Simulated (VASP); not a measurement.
# CdSe (Pm-3m) in VASP: band structure with RPBE+D3

Aim: the band structure of CdSe with RPBE+D3.

Everything below comes from runs of VASP 6.6.1. Logs are shortened: lines on timing, memory, paths and dates and some standing lists are left out, and cuts for length are marked.

## 1. The undisturbed crystal

Symmetry: Pm-3m, No. 221, cubic system. Conventional cell: a = 3.557 Å, b = 3.557 Å, c = 3.557 Å, α = 90.00°, β = 90.00°, γ = 90.00°. Around Cd (site symmetry m-3m) lie 8 Se at 3.08 Å. Se (site symmetry m-3m) is surrounded by 8 Cd at 3.08 Å.

The cell was built by a generator and needn't be a form met in nature.

## 2. Band structure, RPBE+D3 (cell strained at random at fixed volume)

Input file run.py:

```python
from ase.calculators.vasp import Vasp
from ase.dft.bandgap import bandgap
from ase.io import read

atoms = read('CdSe.cif')
calc = Vasp(
    directory='calc',
    xc='rpbe',
    pp='PBE',
    setups='recommended',
    prec='Accurate',
    encut=520,
    ediff=0.0001,
    ismear=-1,
    sigma=0.05,
    lreal='On',
    lasph=True,
    nelm=60,
    algo='Normal',
    isif=2,
    lwave=False,
    lcharg=True,
    ivdw=11,
    kpts=[10, 10, 10],
    gamma=True,
)
atoms.calc = calc

print('energy (eV):', atoms.get_potential_energy())
print('free energy (eV):', atoms.get_potential_energy(force_consistent=True))
efermi = calc.get_fermi_level()
print('Fermi level (eV):', efermi)
path = atoms.cell.bandpath(npoints=60, eps=1e-4)
print('path:', path.path)
calc.set(kpts=path.kpts, reciprocal=True, icharg=11, isym=0, lcharg=False)
calc.calculate(atoms)
print('gap on the path (eV):', bandgap(calc, efermi=efermi)[0])
print('direct gap on the path (eV):', bandgap(calc, efermi=efermi, direct=True)[0])
```

Input file CdSe.cif:

```cif
data_CdSe
_cell_length_a 3.56601840
_cell_length_b 3.52355228
_cell_length_c 3.58318252
_cell_angle_alpha 91.68027512
_cell_angle_beta 89.16425347
_cell_angle_gamma 90.03948704
_space_group_name_H-M_alt 'P1'
_space_group_name_Hall 'P 1'
_space_group_IT_number 1
loop_
_space_group_symop_operation_xyz
'x,y,z'
loop_
_atom_site_label
_atom_site_type_symbol
_atom_site_symmetry_multiplicity
_atom_site_Wyckoff_symbol
_atom_site_fract_x
_atom_site_fract_y
_atom_site_fract_z
_atom_site_occupancy
Cd1 Cd 1 a 0.5000000000 0.5000000000 0.5000000000 1
Se1 Se 1 a 0.0000000000 0.0000000000 0.0000000000 1
```

Potentials or basis: VASP PAW PBE potentials, release 64 (Cd, Se).

Run with:

```bash
$ python run.py
```

Output:

```text
energy (eV): -3.71282149
free energy (eV): -3.71821233
Fermi level (eV): 3.19214997
path: XGY,LGZ,NGM,RG
gap on the path (eV): 0.0
direct gap on the path (eV): 0.0
```

OUTCAR:

```text
ENCUT = 520.000000
   EDIFF = 1.00e-04
   GGA = RP
   PREC = Accurate
   ICHARG = 11
   ISIF = 2
   ISMEAR = -1
   ISYM = 0
   NELM = 60
   IVDW = 11
   LASPH = .TRUE.
   LREAL = On
 IVDW          = 11

 ion  position               nearest neighbor table
   1  0.500  0.500  0.500-   2 3.04   2 3.04   2 3.07   2 3.07   2 3.10   2 3.10   2 3.13   2 3.13

   2  0.000  0.000  0.000-   1 3.04   1 3.04   1 3.07   1 3.07   1 3.10   1 3.10   1 3.13   1 3.13

IMPORTANT INFORMATION: All symmetrisations will be switched off!
NOSYMM: (Re-)initialisation of all symmetry stuff for point group C_1.

----------------------------------------------------------------------------------------

                                     Primitive cell

  volume of cell :      44.9987

  direct lattice vectors                    reciprocal lattice vectors
     3.566018400  0.000000000  0.000000000     0.280424801  0.000193263 -0.004086805
    -0.002428358  3.523551443  0.000000000     0.000000000  0.283804569  0.008323366
     0.052264341 -0.105030548  3.581261509     0.000000000  0.000000000  0.279231214

  length of vectors
     3.566018400  3.523552280  3.583182520     0.280454646  0.283926596  0.279231214

  position of ions in fractional coordinates (direct lattice)
     0.500000000  0.500000000  0.500000000
     0.000000000  0.000000000  0.000000000

  ion indices of the primitive-cell ions
   primitive index   ion index
                 1           1
                 2           2

----------------------------------------------------------------------------------------

 KPOINTS: KPOINTS created by Atomic Simulation Env

Read explicit list of k-points.

 Found     60 k-points:

 Following reciprocal coordinates:
[... 85 lines left out ...]
  ext. energy  EPLUGINS =         0.00000000
  ---------------------------------------------------
  free energy    TOTEN  =        -1.16819050 eV

  energy without entropy =       -1.15216550  energy(sigma->0) =       -1.16017800

 E-fermi :   3.2109     XC(G=0): -10.2842

 val. band max:        3.1905443318   @ k =  -0.2778   0.0000  -0.2778
 cond. band min:       3.2274197253   @ k =   0.0000   0.4167   0.0000
 fundamental gap:      0.0368753935
 Fermi energy:         3.2109346792

 k-point     1 :      -0.5000    0.0000    0.0000
  band No.  band energies     occupation
      1      -9.4673      2.00000
      2      -4.9752      2.00000
      3      -4.9265      2.00000
      4      -4.8453      2.00000
      5      -4.7887      2.00000
      6      -4.5948      2.00000
      7      -2.6425      2.00000
      8       3.2447      0.67444
      9       3.4194      0.03045
     10       6.0520      0.00000
     11       7.1222      0.00000
     12       9.6687      0.00000
     13      10.1277      0.00000
[... 354 lines left out ...]
  band No.  band energies     occupation
      1     -10.2822      2.00000
      2      -5.0221      2.00000
      3      -4.9838      2.00000
      4      -4.6387      2.00000
      5      -4.6231      2.00000
      6      -4.6024      2.00000
      7       0.7363      2.00000
      8       2.1461      2.00000
      9       2.3133      2.00000
     10       2.7811      1.99963
     11       9.5180      0.00000
     12       9.6558      0.00000
     13      13.2075      0.00000

 [... further k-points ...]

------------------------ aborting loop because EDIFF is reached ----------------------------------------

 Edisp (eV)   -1.13824

 E8    (eV) :    -0.2434

  FORCE on cell =-STRESS in cart. coord.  units (eV):
  Direction    XX          YY          ZZ          XY          YZ          ZX
  --------------------------------------------------------------------------------------
  -------------------------------------------------------------------------------------
  Total       0.65538     3.35004     3.16912    -0.46583     0.57576     0.40718
  in kB      23.33492   119.27790   112.83644   -16.58584    20.49997    14.49745
  external pressure =       85.15 kB  Pullay stress =        0.00 kB

 VOLUME and BASIS-vectors are now :
 -----------------------------------------------------------------------------
  energy-cutoff  :      520.00
  volume of cell :       45.00
      direct lattice vectors                 reciprocal lattice vectors
     3.566018400  0.000000000  0.000000000     0.280424801  0.000193263 -0.004086805
    -0.002428358  3.523551443  0.000000000     0.000000000  0.283804569  0.008323366
     0.052264341 -0.105030548  3.581261509     0.000000000  0.000000000  0.279231214

 POSITION                                       TOTAL-FORCE (eV/Angst)
 -----------------------------------------------------------------------------------
      1.80793      1.70926      1.79063        -0.000055     -0.000017      0.000030
      0.00000      0.00000      0.00000         0.000055      0.000017     -0.000030
 -----------------------------------------------------------------------------------
    total drift:                               -0.000104     -0.000050      0.000032

  FREE ENERGIE OF THE ION-ELECTRON SYSTEM (eV)
  ---------------------------------------------------
  free  energy   TOTEN  =        -2.3064278737 eV

  energy  without entropy=       -2.2904028674  energy(sigma->0) =       -2.29841537
```

INCAR:

```text
ENCUT = 520.000000
SIGMA = 0.050000
EDIFF = 1.00e-04
ALGO = Normal
GGA = RP
PREC = Accurate
ICHARG = 11
ISIF = 2
ISMEAR = -1
ISYM = 0
NELM = 60
IVDW = 11
LASPH = .TRUE.
LCHARG = .FALSE.
LWAVE = .FALSE.
LREAL = On
```

Wall time 95 s (1 thread of Intel Xeon 6975P-C (Granite Rapids), shared host); peak memory 0.17 GiB.

The run converged, but some of its settings lie outside the range that counts as converged (typed here: EDIFF = 0.0001; LREAL = On; k = 10 × 10 × 10), so its numbers aren't taken as properties of the crystal.

What came out:

```
Band gap along the path    : none (metal or under the smearing width)
Dispersion energy per atom : -0.569 eV
```

Caveat: the log is that of the step along the path at fixed density, whose energy, stress, charges and moments have no meaning; the PAW data sets were made with another functional, which shifts forces and pressure a little; pairwise dispersion overbinds metals, which lowers pressure and volume.
